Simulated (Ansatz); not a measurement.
# TiO₂ at a changed volume — 17O NMR of the central transition

Cell: a COD entry, relaxed with PBE at fixed cell and then changed (volume scaled by 1.03).

Space group Pbcn (No. 60); a = 4.5597, b = 5.5514, c = 4.9879 Å.

```csv
site,Wyckoff,site symmetry,x,y,z
Ti,4c,.2.,0.0000,0.1745,0.2500
O,8d,1,0.2704,0.3819,0.4197
```

One atom of each set is listed.

Level of theory: DFT, PBE, plane waves and PAW (field gradients read without the response of the frozen cores, which leaves them typically 4 to 6 % off), scalar-relativistic, 420 eV cutoff, Γ-centred 5×4×4 k-points, Fermi–Dirac smearing 0.02 eV (Ansatz 0.2.0).

17O has I = 5/2 and Q = -25.58 mb (Pyykkö 2018); at 14.1 T its Larmor frequency is ν₀ = 81.4 MHz. Only the quadrupole interaction is simulated: positions count from each site's isotropic chemical shift, and J coupling is left out, as are shift anisotropy and dipolar coupling, which fast spinning averages.

Q: What does the 17O spectrum (fast magic-angle spinning) show for each site?

A: 

```tsv
site	first shell	C_Q (MHz)	η	P_Q (MHz)	δ_QIS (ppm)	breadth (kHz)
O	3 Ti at 1.89–2.11 Å; also 1 Ti at 3.21 Å	1.83	0.51	1.91	-3.29	0.622
```

δ_QIS = −(ν_Q²/30ν₀²)[I(I+1) − 3/4](1 + η²/3) × 10⁶ ppm with ν_Q = 3|C_Q|/[2I(2I−1)]; it falls as 1/B₀² in ppm, and the breadth as 1/B₀ in kHz.

At O V_zz stands upright on the plane through its three neighbours (within 12°).

Hardware: 1 thread of Intel Xeon Platinum 8259CL CPU @ 2.50GHz (Skylake/Cascade Lake) (x86_64; 16 cores open to the job, memory cap 3.0 GiB, no GPU), a shared host with a load of 0.3 a core. Wall time 12 s, CPU time 12 s, peak memory 0.53 GiB.
